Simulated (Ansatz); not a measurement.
Crystal: KTaO3.

```
Ta K O
1.0
     3.98830    0.00000    0.00000
     0.00000    3.98830    0.00000
     0.00000    0.00000    3.98830
Ta K O
1 1 3
Direct
  0.00000 0.00000 0.00000
  0.50000 0.50000 0.50000
  0.00000 0.00000 0.50000
  0.00000 0.50000 0.00000
  0.50000 0.00000 0.00000
```

A run of Ansatz 0.2.0 on this cell left the log below. Logs are shortened: lines on timing, memory, paths and dates and some standing lists are left out, and cuts for length are marked.

```text
Warning: RAYON_NUM_THREADS=2 ignored (pool sized by the plan → 2); use --threads N
Engine: ansatz 0.2.0, aarch64-unknown-linux-gnu
Pseudopotentials: kind: paw
Pseudopotential: Ta, paw, valence charge 13, recommended cutoff 420 eV (normal), Ta.paw.azcp
Pseudopotential: K, paw, valence charge 9, recommended cutoff 420 eV (normal), K.paw.azcp
Pseudopotential: O, paw, valence charge 6, recommended cutoff 420 eV (normal), O.paw.azcp
Functional definition: unnamed
  exchange = b88_x
  correlation = pbe_c
Crystal: 5 atoms, lattice volume = 63.440 Å³
Basis set: ecut = 420 eV, 1237 PW (Γ), exchange–correlation on 54×54×54 points (8 copies of the dense FFT grid, shifted against one another)
Bands: 25, of which v1, the nominal top of the filled ones, is band 20 counted from 1 (19 counted from 0)
Symmetry: 48 space group operations
Space group: Pm-3m (ITA 221), of the structure as read, at distance tolerance 4.0e-5 Å
k-points: 20 of 343
Non-local potential: Ta, projectors of the file, l = 0: 3, l = 1: 2, l = 2: 2, l = 3: 1
Non-local potential: K, projectors of the file, l = 0: 3, l = 1: 2, l = 2: 2
Non-local potential: O, projectors of the file, l = 0: 2, l = 1: 2, l = 2: 1
PAW form: soft (Blöchl's): semilocal exchange-correlation on the pseudo side does not see the compensation charge
PAW frozen core: Ta, regenerated for the run's functional, and the local potential with it (the file was generated under x = pbe(κ = 0.804, μ = 0.2195149727645171), c = pbe(β = 0.06672455060314922))
PAW frozen core: K, regenerated for the run's functional, and the local potential with it (the file was generated under x = pbe(κ = 0.804, μ = 0.2195149727645171), c = pbe(β = 0.06672455060314922))
PAW frozen core: O, regenerated for the run's functional, and the local potential with it (the file was generated under x = pbe(κ = 0.804, μ = 0.2195149727645171), c = pbe(β = 0.06672455060314922))
PAW one-centre angular grid: Ta, 590 points (default); XC on 64 Gauss nodes
PAW one-centre angular grid: K, 110 points (default); XC on 64 Gauss nodes
PAW one-centre angular grid: O, 110 points (default); XC on 64 Gauss nodes
Initial density: superposition of atomic densities (neutral atoms: chi_scale 0, normalization atom), corrected by the library's trained network
[... 78 lines left out ...]
  E_hartree    = 789.044709
  E_xc         = -577.437747
  E_vxc        = -653.856085  (∫ρ·V_xc dr)
  E_paw        = -9695.051601  (= ΣΔE_a)
  E_vpaw       = -250.433352  (= ΣTr[D̂ρ^β])
  E_aug_tail   = 0.007438  (compensation charges beyond the density's cutoff)
  E_ewald      = -2796.727344
  E_core_change = -0.076477  (= ΣΔE_core)
  E_smearing   = -0.000000  (= −TS)
  E_closure    = -0.000000  (closes the sum)
  Σ components = -13222.445440   (vs F -13222.445440, Δ=0.00e0)
--- Forces (eV/Å), atoms counted from 1 ---
  atom   1  Ta    -0.00000000    -0.00000000    -0.00000000
  atom   2  K     -0.00000000     0.00000000    -0.00000000
  atom   3  O     -0.00000000     0.00000000    -0.00000000
  atom   4  O      0.00000000     0.00000000     0.00000000
  atom   5  O      0.00000000     0.00000000    -0.00000000
  max |Σ_I F_I| component: 1.72e-29 eV/Å
--- Stress (GPa, compression-positive) ---
        0.004914       0.000000       0.000000
        0.000000       0.004914      -0.000000
        0.000000      -0.000000       0.004914
  P = ⅓ Tr σ = 0.0049 GPa (0.049 kbar)
--- Band table (eV; the first three rows and the last of 20) ---
  k-point 0: bands = ["-59.2953", "-25.7699", "-25.7699", "-25.7699", "-18.9426", "-9.0482", "-8.3645", "-8.3645", "-2.4899", "-2.4899", "-2.4899", "5.9647", "5.9647", "5.9647", "7.3687", "7.3687", "7.3687", "7.7576", "7.7576", "7.7576", "10.5372", "10.5372", "10.5372", "14.8587", "14.8861"]
  k-point 1: bands = ["-59.2952", "-25.7848", "-25.7693", "-25.7693", "-18.9381", "-8.9935", "-8.3605", "-8.2628", "-2.4833", "-2.4833", "-2.4662", "5.4801", "5.9477", "5.9477", "7.0725", "7.0725", "7.2431", "7.2838", "7.6661", "7.6661", "10.5636", "11.1225", "11.1225", "14.8950", "15.1413"]
  k-point 2: bands = ["-59.2951", "-25.8180", "-25.7680", "-25.7680", "-18.9281", "-8.9397", "-8.3517", "-7.9324", "-2.4685", "-2.4685", "-2.4123", "4.2189", "5.9134", "5.9134", "6.5157", "6.5157", "6.6461", "7.1024", "7.5909", "7.5909", "10.6243", "12.2514", "12.2514", "14.9110", "15.8074"]
  k-point 19: bands = ["-59.2944", "-25.8372", "-25.8371", "-25.8371", "-18.8947", "-7.6145", "-7.5584", "-7.5584", "-2.6946", "-2.6946", "-2.6573", "3.1093", "3.2693", "3.2693", "4.5636", "4.6420", "4.6420", "8.2724", "8.2724", "8.3227", "14.3993", "14.4536", "14.4536", "17.4623", "17.4623"]
--- Relaxed structure (4 steps of the walk, 4 accepted, 2 SCFs on fresh bases) ---
  F+E_penalty+E_count = -13222.44544039 eV   max|allowed force component| = 1.149e-29 eV/Å   (the final SCF, on the basis selected at the relaxed cell)
  cell:  # Å, volume = 65.1296 Å³
    - [4.023395382265517, 1.0271626370065257e-33, 0.0]
    - [7.7037197775489426e-34, 4.023395382265517, 0.0]
    - [1.2839532962581572e-34, 0.0, 4.023395382265517]
  atoms:
    - { symbol: Ta, position: [6.438599384414694e-36, -2.61568099995605e-36, -3.0180934615386717e-37] }
    - { symbol: K, position: [0.49999999999999994, 0.49999999999999994, 0.49999999999999994] }
    - { symbol: O, position: [5.432568230647599e-36, -3.118696576863073e-36, 0.49999999999999994] }
    - { symbol: O, position: [1.4084436153451996e-36, 0.49999999999999994, -3.0180934615043605e-37] }
    - { symbol: O, position: [0.49999999999999994, 1.4084436153517532e-36, -3.0180934614757674e-37] }
```

Problem. Write the input and the command behind it.

Solution. Relaxation of cell and atoms with BPBE, no spin polarisation. The files as run (others can give the same):

input.yaml
```yaml
crystal:
  lattice:
    - [3.9883, 0.0, 0.0]
    - [0.0, 3.9883, 0.0]
    - [0.0, 0.0, 3.9883]
  atoms:
    - { symbol: Ta, position: [0.0, 0.0, 0.0] }
    - { symbol: K, position: [0.5, 0.5, 0.5] }
    - { symbol: O, position: [0.0, 0.0, 0.5] }
    - { symbol: O, position: [0.0, 0.5, 0.0] }
    - { symbol: O, position: [0.5, 0.0, 0.0] }
hamiltonian:
  xc: { exchange: b88, correlation: pbe }
  pseudopotentials: { kind: paw }
kpoints:
  mp_grid: { grid: [7, 7, 7] }
scf:
  occupations: { method: fermi_dirac, width: 0.05 }
output:
  forces: true
  stress: true
  write_density: true
  write_potential: true
  elf: true
  volumetric_format: npy
relax:
  f_tol: 0.01
  max_steps: 40
  cell: { stress_tol: 0.05 }
```

Potentials or basis: Ansatz PAW.
The run is started by
```sh
$ ansatz run input.yaml --threads 2 --pin off --max-ram 5120MiB --backend cpu --events-out ev --progress --plain --runs-dir out
```

Caveat: the plane-wave basis is chosen anew once the cell has moved, so the energies of steps on either side of that aren't comparable; the pressure holds a Pulay correction of +0.6 GPa for the finite cutoff; the PAW data sets come from PBE, with cores solved anew for the run's functional, which leaves a small shift of forces and pressure.
